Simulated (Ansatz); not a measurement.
HfO2: relaxation of cell and atoms with PBE+U

The system is HfO2.

```
Hf O
1.0
     0.00000    2.55750    2.55750
     2.55750    0.00000    2.55750
     2.55750    2.55750    0.00000
Hf O
1 2
Direct
  0.00000 0.00000 0.00000
  0.75000 0.75000 0.75000
  0.25000 0.25000 0.25000
```

Measurements of this composition are mostly on another form, of space group No. 14.

```json
{
 "Program": "Ansatz 0.2.0",
 "Task": "relaxation of cell and atoms",
 "Functional": "PBE",
 "Potentials or basis": "Ansatz PAW",
 "Cutoff": "420 eV (not typed: the program's choice for these potentials)",
 "k mesh": "9 × 9 × 9",
 "Occupations": "fermi-dirac, width 0.05 eV",
 "Spin": "no spin polarisation",
 "Hubbard terms": "Hf d U = 2 eV",
 "Hubbard projectors": "ortho-atomic (the default)",
 "Double counting": "fll (the default)"
}
```

| Property | Result |
| --- | --- |
| Relaxed volume | 11.17 Å³/atom |
| Relaxed cell | a = 3.618 Å, b = 3.618 Å, c = 3.618 Å, α = 60.00°, β = 60.00°, γ = 60.00° |
| Space group after relaxing (to 0.05 Å) | Fm-3m (No. 225) |
| Energy gained by relaxing | 0.0 meV/atom |
| Ionic steps | 4 |
| Pressure after relaxing | 0.0 GPa |
| Band gap on the k mesh | 4.16 eV, indirect (least direct gap 4.27 eV) |

The path:
```
step  energy change (eV)  largest force (eV/Å)  volume (Å³)
   1              0.0000                0.0000        33.46
   2              0.0002                0.0000        33.51
   3              0.0002                0.0000        33.50
   4              0.0001                0.0000        33.50
```

Final structure:
```yaml
crystal:
  lattice:
    - [0.00000, 2.55853, 2.55853]
    - [2.55853, 0.00000, 2.55853]
    - [2.55853, 2.55853, 0.00000]
  atoms:
    - { symbol: Hf, position: [0.00000, 0.00000, 0.00000] }
    - { symbol: O, position: [0.75000, 0.75000, 0.75000] }
    - { symbol: O, position: [0.25000, 0.25000, 0.25000] }
```

Levels at points of the mesh, in eV from the valence-band top:
| k point | band 15 | band 16 | band 17 | band 18 | band 19 | band 20 | band 21 | band 22 | band 23 |
| --- | --- | --- | --- | --- | --- | --- | --- | --- | --- |
| (0.00, 0.00, 0.00) | -5.08 | -5.08 | -0.57 | -0.57 | -0.57 | 4.37 | 4.37 | 5.50 | 10.27 |

Eigenvalues of the final occupation matrices:
| site | spin | trace | eigenvalues |
| --- | --- | --- | --- |
| site 1 | 1 | 1.01 | 0.13 0.13 0.25 0.25 0.25 |

It took 4.3 s on 2 threads of Arm Neoverse V2 (shared host), peak memory 0.34 GiB.

Caveat: odd divisions of the mesh miss points on the zone boundary, where band edges often lie, so the gap on the mesh can be too wide; the plane-wave basis is chosen anew once the cell has moved, so the energies of steps on either side of that aren't comparable; the pressure holds a Pulay correction of +0.9 GPa for the finite cutoff; spin-orbit coupling is left out, which moves the levels of the heavy elements. A k mesh can miss the band edges.
